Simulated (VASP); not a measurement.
Input of a VASP 6.6.1 run:

INCAR

```
SYSTEM = GaAs
PREC     = Accurate       ! precision mode
ENCUT    = 600            ! plane-wave cutoff, eV
EDIFF    = 1E-6           ! SCF threshold, eV
ISMEAR   = 0              ! smearing method
SIGMA    = 0.02           ! smearing width, eV
LREAL    = .FALSE.        ! projectors in reciprocal space
LASPH    = .TRUE.         ! aspherical terms in the spheres
NELM     = 120            ! most SCF steps
ALGO     = Normal         ! electronic algorithm
ISIF     = 3              ! what is computed and relaxed
LWAVE    = .FALSE.        ! write WAVECAR
LCHARG   = .FALSE.        ! write CHGCAR
METAGGA  = R2SCAN         ! meta-GGA
LMIXTAU  = .TRUE.       
IBRION   = 2              ! ionic algorithm
NSW      = 80             ! ionic steps
EDIFFG   = -0.005         ! ionic threshold
KPAR     = 2
```

File KPOINTS:

```
regular mesh
0
G
  9 9 9
  0 0 0
```

Contents of POSCAR:

```
GaAs                                    
1.0
    0.0000000000      2.8337223928      2.8337223928
    2.8337223928     -0.0000000000      2.8337223928
    2.8337223928      2.8337223928      0.0000000000
  Ga              As            
     1     1
Direct
     0.0000000000000000    0.0000000000000000    0.0000000000000000
     0.7500000000000000    0.7500000000000000    0.7500000000000000
```

Potentials or basis: VASP PAW PBE potentials, release 64 (Ga_d, As).

Run with:

```console
$ cat potpaw_PBE.64/Ga_d/POTCAR potpaw_PBE.64/As/POTCAR > POTCAR
$ mpirun -np 2 vasp_std > vasp.out
```

Task: Predict the relaxed volume.

Result: 22.77 Å³/atom.

Task: Predict the relaxed cell.

Result: a = 4.009 Å, b = 4.009 Å, c = 4.009 Å, α = 60.00°, β = 60.00°, γ = 60.00°.

Task: Predict the band gap on the k mesh.

Result: 0.93 eV, direct.

Final structure:
```yaml
crystal:
  lattice:
    - [0.00000, 2.83447, 2.83447]
    - [2.83447, 0.00000, 2.83447]
    - [2.83447, 2.83447, 0.00000]
  atoms:
    - { symbol: Ga, position: [0.00000, 0.00000, 0.00000] }
    - { symbol: As, position: [0.75000, 0.75000, 0.75000] }
```

Caveat: the PAW data sets were made with another functional, which shifts forces and pressure a little; an odd mesh through Γ misses points on the zone boundary, where band edges often lie. r2SCAN opens gaps a little over a GGA but as a rule still falls short of measured ones.
